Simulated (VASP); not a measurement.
# KBr (I-4m2) in VASP: further runs

One crystal, KBr, is run at these levels: r2SCAN, PBE; tasks: single point.

All numbers are computed with VASP 6.6.1; they aren't measurements. Logs are shortened: lines on timing, memory, paths and dates and some standing lists are left out, and cuts for length are marked.

### 1 The cell of the first run

The structure is tetragonal, space group I-4m2 (No. 119). Conventional cell: a = 4.912 Å, b = 4.912 Å, c = 7.377 Å, α = 90.00°, β = 90.00°, γ = 90.00°. K (site symmetry -4m2) has 4 Br at 3.07 Å as nearest neighbours. Br (site symmetry -4m2) is surrounded by 4 K at 3.07 Å.

The cell was built by a generator and needn't be a form met in nature.

### 2 Single point, r2SCAN (biaxial_xy strain -5.8%)

File POSCAR:

```
KBr
1.0
    0.0000000000      3.4736402634      3.6882992816
    3.4736402634      0.0000000000      3.6882992816
    3.4736402634      3.4736402634      0.0000000000
K Br
1 1
Direct
    0.0000000000      0.0000000000      0.0000000000
    0.2500000000      0.2500000000      0.2500000000
```

File INCAR.step1:

```
PREC     = Accurate       # precision mode
ENCUT    = 520            # plane-wave cutoff, eV
ISMEAR   = 0              # smearing method
SIGMA    = 0.01           # smearing width, eV
LREAL    = F              # projectors in reciprocal space
LASPH    = T              # aspherical terms in the spheres
NELM     = 100            # most SCF steps
NBANDS   = 15             # bands
GGA      = PE             # functional
ALGO     = Normal         # electronic algorithm
EDIFF    = 1E-4           # SCF threshold, eV
LWAVE    = T              # write WAVECAR
LCHARG   = F              # write CHGCAR
```

File INCAR.step2:

```
PREC     = Accurate       # precision mode
ENCUT    = 520            # plane-wave cutoff, eV
EDIFF    = 1E-6           # SCF threshold, eV
ISMEAR   = 0              # smearing method
SIGMA    = 0.01           # smearing width, eV
LREAL    = F              # projectors in reciprocal space
LASPH    = T              # aspherical terms in the spheres
NELM     = 100            # most SCF steps
ALGO     = Normal         # electronic algorithm
ISIF     = 2              # what is computed and relaxed
LWAVE    = F              # write WAVECAR
LCHARG   = T              # write CHGCAR
METAGGA  = R2SCAN         # meta-GGA
LMIXTAU  = T            
LELF     = T              # ELF
LVHAR    = T            
NBANDS   = 15             # bands
ISTART   = 1
```

File KPOINTS:

```
Automatic mesh
0
Gamma
  6 6 6
```

Potentials or basis: VASP PAW PBE potentials, release 64 (K_sv, Br).

Run with:

```bash
> cat potpaw_PBE.64/K_sv/POTCAR potpaw_PBE.64/Br/POTCAR > POTCAR
> cp INCAR.step1 INCAR
> mpirun -np 1 vasp_std > vasp.out
> cp INCAR.step2 INCAR
> mpirun -np 1 vasp_std > vasp.out
```

OUTCAR:

```text
PREC = Accurate
   ENCUT = 520
   EDIFF = 1E-6
   ISMEAR = 0
   LREAL = F
   LASPH = T
   NELM = 100
   ISIF = 2
   METAGGA = R2SCAN
   ISTART = 1

 ion  position               nearest neighbor table
   1  0.000  0.000  0.000-   2 3.07   2 3.07   2 3.07   2 3.07
   2  0.250  0.250  0.250-   1 3.07   1 3.07   1 3.07   1 3.07

  LATTYP: Found a body centered tetragonal cell.
 ALAT       =     4.9124691713
 C/A-ratio  =     1.5016070953

  Lattice vectors:

 A1 = (  -3.4736402634,   0.0000000000,   3.6882992816)
 A2 = (   3.4736402634,   0.0000000000,   3.6882992816)
 A3 = (   0.0000000000,   3.4736402634,  -3.6882992816)

Analysis of symmetry for initial positions (statically):
=====================================================================
 Subroutine PRICEL returns:
 Original cell was already a primitive cell.

 Routine SETGRP: Setting up the symmetry group for a
 body centered tetragonal supercell.

 Subroutine GETGRP returns: Found  8 space group operations
 (whereof  8 operations were pure point group operations)
 out of a pool of 16 trial point group operations.

The static configuration has the point symmetry D_2d.

Analysis of symmetry for dynamics (positions and initial velocities):
=====================================================================
 Subroutine PRICEL returns:
 Original cell was already a primitive cell.

 Routine SETGRP: Setting up the symmetry group for a
 body centered tetragonal supercell.

 Subroutine GETGRP returns: Found  8 space group operations
 (whereof  8 operations were pure point group operations)
 out of a pool of 16 trial point group operations.

The dynamic configuration has the point symmetry D_2d.

 Subroutine INISYM returns: Found  8 space group operations
 (whereof  8 operations are pure point group operations),
 and found     1 'primitive' translations

----------------------------------------------------------------------------------------

                                     Primitive cell

  volume of cell :      89.0073

  direct lattice vectors                    reciprocal lattice vectors
     0.000000000  3.473640263  3.688299282    -0.143941215  0.143941215  0.135563836
     3.473640263  0.000000000  3.688299282     0.143941215 -0.143941215  0.135563836
     3.473640263  3.473640263  0.000000000     0.143941215  0.143941215 -0.135563836

  length of vectors
     5.066530200  5.066530200  4.912469171     0.244572485  0.244572485  0.244572485

  position of ions in fractional coordinates (direct lattice)
     0.000000000  0.000000000  0.000000000
     0.250000000  0.250000000  0.250000000

  ion indices of the primitive-cell ions
   primitive index   ion index
                 1           1
                 2           2

----------------------------------------------------------------------------------------

 KPOINTS: Automatic mesh

Automatic generation of k-mesh.
 Grid dimensions read from file:
 generate k-points for:    6    6    6

 Generating k-lattice:

  Cartesian coordinates                     Fractional coordinates (reciprocal lattice)
    -0.023990203  0.023990203  0.022593973     0.166666667  0.000000000  0.000000000
     0.023990203 -0.023990203  0.022593973     0.000000000  0.166666667  0.000000000
     0.023990203  0.023990203 -0.022593973     0.000000000  0.000000000  0.166666667

  Length of vectors
     0.040762081  0.040762081  0.040762081

  Shift w.r.t. Gamma in fractional coordinates (k-lattice)
     0.000000000  0.000000000  0.000000000

 Subroutine IBZKPT returns following result:
 ===========================================

 Found     30 irreducible k-points:

 Following reciprocal coordinates:
            Coordinates               Weight
  0.000000  0.000000  0.000000      1.000000
  0.166667  0.000000  0.000000      8.000000
  0.333333  0.000000  0.000000      8.000000
  0.500000  0.000000  0.000000      4.000000
  0.166667  0.166667  0.000000      2.000000
  0.333333  0.166667  0.000000      8.000000
[... 16 lines left out ...]
  0.333333  0.000000  0.333333      4.000000
  0.500000 -0.000000  0.333333     16.000000
 [... further k-points ...]
   k-points           NKPTS =     30   k-points in BZ     NKDIM =     30   number of bands    NBANDS=     15
   number of dos      NEDOS =    301   number of ions     NIONS =      2
   total plane-waves  NPLWV =  64000
   dimension x,y,z NGX =    40 NGY =   40 NGZ =   40
   dimension x,y,z NGXF=    80 NGYF=   80 NGZF=   80
   ions per type =               1   1
   NGX,Y,Z   is equivalent  to a cutoff of  13.13, 13.13, 13.54 a.u.
   NGXF,Y,Z  is equivalent  to a cutoff of  26.25, 26.25, 27.07 a.u.
 SYSTEM =  unknown system
   PREC   = accura    normal or accurate (medium, high low for compatibility)
   ISTART =      1    job   : 0-new  1-cont  2-samecut
   ICHARG =      0    charge: 1-file 2-atom 10-const
   ISPIN  =      1    spin polarized calculation?
   LNONCOLLINEAR =      F non collinear calculations
   LSORBIT =      F    spin-orbit coupling
   LASPH  =      T    aspherical Exc in radial PAW
   ENCUT  =  520.0 eV  38.22 Ry    6.18 a.u.   9.42  9.42  9.13*2*pi/ulx,y,z
   NELM   =    100;   NELMIN=  2; NELMDL=  0     # of ELM steps
   EDIFF  = 0.1E-05   stopping-criterion for ELM
   LREAL  =      F    real-space projection
   EDIFFG = 0.1E-04   stopping-criterion for IOM
   NSW    =      0    number of steps for IOM
   IBRION =     -1    ionic relax: 0-MD 1-quasi-New 2-CG
   NFREE  =      0    steps in history (QN), initial steepest desc. (CG)
   ISIF   =      2    stress and relaxation
   ISYM   =      2    0-nonsym 1-usesym 2-fastsym
   POTIM  = 0.5000    time-step for ionic-motion
   TEBEG  =    0.0;   TEEND  =   0.0 temperature during run
   PSTRESS=    0.0 pullay stress
   NELECT =      16.0000    total number of electrons
   NUPDOWN=      -1.0000    fix difference up-down
   EMIN   =  10.00;   EMAX   =-10.00  energy-range for DOS
   EFERMI =   0.00;   METHOD = LEGACY
   ISMEAR =     0;   SIGMA  =   0.01  broadening in eV -4-tet -1-fermi 0-gaus
   EFERMI_NEDOS =   21; number of points for ismear=-14 and -15
   IALGO  =     38    algorithm
   IMIX   =      4    mixing-type and parameters
     AMIX     =   0.40;   BMIX     =  1.00
     AMIX_MAG =   1.60;   BMIX_MAG =  1.00
  volume/ion in A,a.u.               =      44.50       300.33
  Fermi-wavevector in a.u.,A,eV,Ry     =   0.923931  1.745976 11.614593  0.853649
  Thomas-Fermi vector in A             =   2.049622
   LORBIT       =      0    0 simple, 1 ext, 2 COOP (PROOUT), +10 PAW based schemes
   METAGGA = R2SCAN    functional components
   LHFCALC =     F    Hartree Fock is set to
   AEXX    =    0.0000 exact exchange contribution
   IVDW    =     0    specifies the selected vdW correction
   LEPSILON=     F    determine dielectric tensor
   LRPA    =     F    only Hartree local field effects (RPA)
 non-spin polarized calculation
 Gauss-broadening in eV      SIGMA  =   0.01
  energy-cutoff  :      520.00
  volume of cell :       89.01
 maximum number of plane-waves:      2417
 NGX is ok and might be reduce to    40
   NGX = 19   NGY = 19   NGZ = 19

 number of electron      16.0000000 magnetization

 Free energy of the ion-electron system (eV)
  ---------------------------------------------------
  ext. energy  EPLUGINS =         0.00000000
  ---------------------------------------------------
  free energy    TOTEN  =       -22.91590301 eV

  energy without entropy =      -22.91590301  energy(sigma->0) =      -22.91590301

 E-fermi :  -3.0867     XC(G=0):  -6.6535

 val. band max:       -3.1780035296   @ k =  -0.3333   0.3333   0.0000
 cond. band min:       1.8001060001   @ k =   0.0000   0.0000   0.0000
 fundamental gap:      4.9781095297
 Fermi energy:        -3.0866780733

 k-point     1 :       0.0000    0.0000    0.0000
  band No.  band energies     occupation
      1     -31.8227      2.00000
      2     -15.5831      2.00000
      3     -14.5671      2.00000
      4     -14.5671      2.00000
      5     -14.5613      2.00000
      6      -3.2712      2.00000
      7      -3.2396      2.00000
      8      -3.2396      2.00000
      9       1.8001      0.00000
     10       6.0653      0.00000
     11       6.5467      0.00000
     12       7.2623      0.00000
     13       7.5700      0.00000
     14       7.5700      0.00000
     15       8.2892      0.00000

 k-point     2 :       0.1667    0.0000    0.0000
  band No.  band energies     occupation
      1     -31.8220      2.00000
      2     -15.6478      2.00000
      3     -14.5694      2.00000
      4     -14.5669      2.00000
      5     -14.4908      2.00000
      6      -3.3834      2.00000
      7      -3.2571      2.00000
      8      -3.2260      2.00000
      9       2.2796      0.00000
     10       5.8258      0.00000
     11       6.1815      0.00000
     12       7.0761      0.00000
     13       7.6085      0.00000
     14       8.0297      0.00000
     15       8.1415      0.00000

 k-point     3 :       0.3333    0.0000    0.0000
  band No.  band energies     occupation
      1     -31.8205      2.00000
      2     -15.7562      2.00000
      3     -14.5739      2.00000
      4     -14.5736      2.00000
      5     -14.3645      2.00000
      6      -3.5906      2.00000
      7      -3.2558      2.00000
      8      -3.1998      2.00000
      9       3.3198      0.00000
     10       5.6149      0.00000
     11       5.8070      0.00000
     12       5.9718      0.00000
     13       7.5922      0.00000
     14       7.7266      0.00000
     15       7.8607      0.00000
[... 343 lines left out ...]
 k-point    23 :       0.3333    0.0000    0.3333
  band No.  band energies     occupation
      1     -31.8196      2.00000
      2     -15.7922      2.00000
      3     -14.5922      2.00000
      4     -14.5792      2.00000
      5     -14.3048      2.00000
      6      -3.6421      2.00000
      7      -3.2652      2.00000
      8      -3.2301      2.00000
      9       3.4785      0.00000
     10       4.6724      0.00000
     11       6.5383      0.00000
     12       7.1935      0.00000
     13       7.4193      0.00000
     14       7.7366      0.00000
     15       8.8655      0.00000

 k-point    24 :       0.5000   -0.0000    0.3333
  band No.  band energies     occupation
      1     -31.8188      2.00000
      2     -15.8346      2.00000
      3     -14.6000      2.00000
      4     -14.5851      2.00000
      5     -14.2456      2.00000
      6      -3.6555      2.00000
      7      -3.3040      2.00000
      8      -3.2404      2.00000
      9       3.5852      0.00000
     10       4.7156      0.00000
     11       6.6586      0.00000
     12       6.8347      0.00000
     13       7.7625      0.00000
     14       7.8607      0.00000
     15       8.4776      0.00000

 [... further k-points ...]

------------------------ aborting loop because EDIFF is reached ----------------------------------------

  FORCE on cell =-STRESS in cart. coord.  units (eV):
  Direction    XX          YY          ZZ          XY          YZ          ZX
  --------------------------------------------------------------------------------------
  -------------------------------------------------------------------------------------
  Total        0.8577139      0.8577139      0.9346146      0.0000000      0.0000000      0.0000000
  in kB       15.4392853     15.4392853     16.8235365      0.0000000      0.0000000      0.0000000
  external PRESSURE =      15.9007023 kB  Pullay stress =       0.0000000 kB

 VOLUME and BASIS-vectors are now :
 -----------------------------------------------------------------------------
  energy-cutoff  :      520.00
  volume of cell :       89.01
      direct lattice vectors                 reciprocal lattice vectors
     0.000000000  3.473640263  3.688299282    -0.143941215  0.143941215  0.135563836
     3.473640263  0.000000000  3.688299282     0.143941215 -0.143941215  0.135563836
     3.473640263  3.473640263  0.000000000     0.143941215  0.143941215 -0.135563836

 POSITION                                       TOTAL-FORCE (eV/Angst)
 -----------------------------------------------------------------------------------
      0.00000      0.00000      0.00000        -0.000000     -0.000000     -0.000000
      1.73682      1.73682      1.84415         0.000000      0.000000      0.000000
 -----------------------------------------------------------------------------------
    total drift:                               -0.000000     -0.000000     -0.000000

  FREE ENERGIE OF THE ION-ELECTRON SYSTEM (eV)
  ---------------------------------------------------
  free  energy   TOTEN  =       -22.9159030145 eV

  energy  without entropy=      -22.9159030145  energy(sigma->0) =      -22.91590301
```

Run time: 3.2 min. Hardware: 1 thread of AMD EPYC 7R13 (Zen 3), shared host; peak memory 0.24 GiB.

Results:

```yaml
Free_energy: -22.9159 eV
Pressure: 1.6 GPa
Band_gap_on_the_k_mesh: 4.98 eV, indirect (least direct gap 5.04 eV)
```

Levels at points of the mesh, in eV from the valence-band top:
| k point | band 5 | band 6 | band 7 | band 8 | band 9 | band 10 | band 11 | band 12 |
| --- | --- | --- | --- | --- | --- | --- | --- | --- |
| (0.00, 0.00, 0.00) | -11.38 | -0.09 | -0.06 | -0.06 | 4.98 | 9.24 | 9.72 | 10.44 |
| (0.50, 0.00, 0.00) | -11.13 | -0.50 | -0.08 | -0.01 | 7.42 | 7.79 | 8.93 | 9.18 |
| (0.50, 0.50, 0.00) | -11.01 | -0.59 | 0.00 | 0.00 | 6.50 | 7.86 | 10.36 | 10.52 |
| (0.50, 0.00, 0.50) | -11.06 | -0.55 | -0.07 | -0.06 | 6.58 | 7.88 | 10.39 | 10.64 |

Caveat: the PAW data sets were made with another functional, which shifts forces and pressure a little. A k mesh can miss the band edges.

(Continued in part 2 of 2.)
